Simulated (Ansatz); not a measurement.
**What a change of settings does to a run on KF**

The cell comes from COD entry 1010978, which wasn't checked; take it as a given geometry. The listed cell was then made from it by scaling, straining or moving an atom.

First run: DFT, PBE, PAW with Ansatz's default frozen-core files, scalar-relativistic (Ansatz 0.2.0).

Command: `ansatz run input.yaml --threads 1 --pin off --max-ram 2048MiB --backend cpu --events-out ev --progress --plain --runs-dir out` The run took about 45 s on 1 thread of a shared machine.

```yaml
crystal:
  lattice:
    - [0.0, 2.67185, 2.67185]
    - [2.67185, 0.0, 2.67185]
    - [2.67185, 2.67185, 0.0]
  atoms:
    - { symbol: K, position: [0.03003995, 0.01368674, -0.01716442] }
    - { symbol: F, position: [0.5208489, 0.49790772, 0.52123072] }
kpoints:
  mp_grid: { grid: [7, 7, 7] }
scf:
  occupations: { method: fermi_dirac, width: 0.02 }
hamiltonian:
  xc: pbe
  pseudopotentials: { kind: paw }
output:
  forces: true
  stress: true
  efg: { contact_densities: true }
relax:
  f_tol: 0.01
  max_steps: 80
  cell: {}
```

Result: converged; relaxed volume 19.900 Å³/atom; 35 SCF iterations in all.

The input is then changed:

```diff
@@ -12,5 +12,5 @@
   occupations: { method: fermi_dirac, width: 0.02 }
 hamiltonian:
-  xc: pbe
+  xc: r2scan
   pseudopotentials: { kind: paw }
 output:
```

**Question.** Predict the outcome of the changed run.

**Answer.** It converged; relaxed volume 18.806 Å³/atom; 23 SCF iterations in all.
